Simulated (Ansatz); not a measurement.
Crystal: HgTe (Coloradoite).

```xyz
2
Lattice="0.0000 3.2145 3.2145 3.2145 0.0000 3.2145 3.2145 3.2145 0.0000" Properties=species:S:1:pos:R:3 pbc="T T T"
Hg    0.0000    0.0000    0.0000
Te    4.8217    4.8217    4.8217
```

Base run:

| Quantity | Value |
| --- | --- |
| Program | Ansatz 0.2.0 |
| Functional | PBE |
| Potentials or basis | Ansatz PAW |
| Cutoff | 420 eV (not typed: the program's choice for these potentials) |
| k mesh | 7 × 7 × 7 |
| Occupations | fermi-dirac, width 0.05 eV |
| Spin | spin-orbit coupling, no magnetisation |

Its results: band gap on the k mesh none (metal or under the smearing width); pressure 4.1 GPa.

Question: The run is repeated on the same cell with these changes: cutoff from 420 eV (not typed: the program's choice for these potentials) to 350 eV; spin from spin-orbit coupling, no magnetisation to no spin polarisation; potential files from those of the base run to others of the same set. What comes out?

Answer: Band gap on the k mesh none (metal or under the smearing width); pressure 4.6 GPa.

Caveats: the cutoff lies under the one recommended for these potentials (some runs).
